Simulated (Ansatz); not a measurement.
Write the native input for Ansatz 0.2.0 that does the following.

```yaml
Task: single point
Functional: r2SCAN0
Potentials_or_basis: Ansatz PAW
Cutoff: "500 eV (not typed: the program's choice for these potentials)"
k_mesh: 5 × 5 × 5
Occupations: fermi-dirac, width 0.05 eV
Spin: no spin polarisation
```

The system is AlCu.

```
CELL_PARAMETERS angstrom
2.99751 0.00000 0.00000
0.00000 2.99751 0.00000
0.00000 0.00000 2.99751
ATOMIC_POSITIONS crystal
Cu 0.50000 0.50000 0.50000
Al 0.00000 0.00000 0.00000
```

The cell comes from a database or a generator and needn't be the stable form of this composition.

These files were run (other wordings do the same):

input

```
crystal:
  lattice:
    - [2.997509, 0.0, 0.0]
    - [0.0, 2.997509, 0.0]
    - [0.0, 0.0, 2.997509]
  atoms:
    - { symbol: Cu, position: [0.5, 0.5, 0.5] }
    - { symbol: Al, position: [0.0, 0.0, 0.0] }
hamiltonian:
  xc: r2scan0
  pseudopotentials: { kind: paw }
kpoints:
  mp_grid: { grid: [5, 5, 5] }
scf:
  occupations: { method: fermi_dirac, width: 0.05 }
output:
  forces: true
  stress: true
  eigenvalues: true
```

Results of the run:

The pressure is 0.0 GPa. The band gap on the k mesh is none (metal or under the smearing width).

Caveat: the k mesh is coarse (spacing up to 0.42 Å⁻¹), so the values aren't converged, least of all with exact exchange; the PAW data sets come from PBE, with cores solved anew for the run's functional, which leaves a small shift of forces and pressure; the thresholds are loose for stress.

It took 11 s on 1 × NVIDIA H100 80GB HBM3 with 2 threads of AMD EPYC 7R13 Processor (Zen 3), with other jobs on the host, peak memory 1.7 GiB.
